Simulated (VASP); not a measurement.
**VASP inputs for CaSe (zincblende)**

INCAR

```
ENCUT = 520
EDIFF = 1E-7
PREC = Accurate
IBRION = -1
ISMEAR = 0
LASPH = .TRUE.
LREAL = .FALSE.
LWAVE = .FALSE.
NBANDS = 15
ISIF = 2
SIGMA = 0.01
NELM = 120
NSW = 0
LCHARG = .FALSE.
GGA = PS
```

KPOINTS

```
KPOINTS created by Atomic Simulation Environment
0
Gamma
6 6 6
0 0 0
```

KPOINTS_OPT

```
special points
7
Reciprocal
0.0000000000 0.0000000000 0.0000000000 1
0.5000000000 0.0000000000 0.5000000000 1
0.5000000000 0.2500000000 0.7500000000 1
0.3750000000 0.3750000000 0.7500000000 1
0.5000000000 0.5000000000 0.5000000000 1
0.6250000000 0.2500000000 0.6250000000 1
0.2625000000 0.2625000000 0.5250000000 1
```

POSCAR

```
Ca Se
 1.0000000000000000
     0.0000000000000000    3.2795613700259110    3.2795613700259110
     3.2795613700259110    0.0000000000000000    3.2795613700259110
     3.2795613700259110    3.2795613700259110    0.0000000000000000
 Ca  Se
   1   1
Cartesian
  0.0000000000000000  0.0000000000000000  0.0000000000000000
  1.6397806850129553  1.6397806850129553  1.6397806850129553
```

VASP ran with the recommended PBE PAW datasets (16 valence electrons in the cell).

Question: Estimate the main results of this run.

Answer: gap between bands v and c 3.05 eV; least direct gap 3.15 eV; pressure -0.8 GPa.

Band v is the last that the valence electrons fill when counted band by band, and c is the next. Levels in eV from the top of v:

```tsv
point	v−1	v	c	c+1
Γ	-0.10	-0.10	3.05	5.36
X	-0.04	-0.04	3.44	4.92
W	-0.71	-0.11	3.69	4.95
K	-0.49	-0.02	3.75	5.04
L	-0.02	-0.02	5.01	5.46
```
